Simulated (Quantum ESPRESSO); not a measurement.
Crystal: BN.

```
N B
1.0
     2.55394    0.00000    0.00000
    -1.27697    2.21178    0.00000
     0.00000    0.00000    4.22685
N B
2 2
Cartesian
  0.0000 1.4745 0.5295
  1.2770 0.7373 2.6430
  0.0000 1.4745 2.1123
  1.2770 0.7373 4.2257
```

Measurements of this composition are mostly on another form, of space group No. 194.

Base run:

| Property | Result |
| --- | --- |
| Program | Quantum ESPRESSO 7.5 |
| Functional | AM05 |
| Potentials or basis | GBRV 1.5 PBE |
| Cutoff | 612 eV |
| Density cutoff | 4898 eV |
| k mesh | 8 × 8 × 4, shifted |
| Occupations | fermi-dirac, width 0.05 eV |
| Spin | no spin polarisation |

Its results: pressure -5.9 GPa; largest force 0.015 eV/Å; electronic dielectric tensor (diagonal) 4.63, 4.63, 4.79.

Question: The run is repeated on the same cell with these changes: functional from AM05 to PBE. What comes out?

Answer: Pressure -0.1 GPa; largest force 0.018 eV/Å; electronic dielectric tensor (diagonal) 4.57, 4.57, 4.73.

PBE binds less tightly than AM05, so the same cell stands under more pressure.

Caveats: the potentials were made for another functional, which shifts forces and pressure (some runs); the cell is more than 3 GPa from zero pressure, which shifts response properties (some runs).

Not every run made on this cell is shown here.
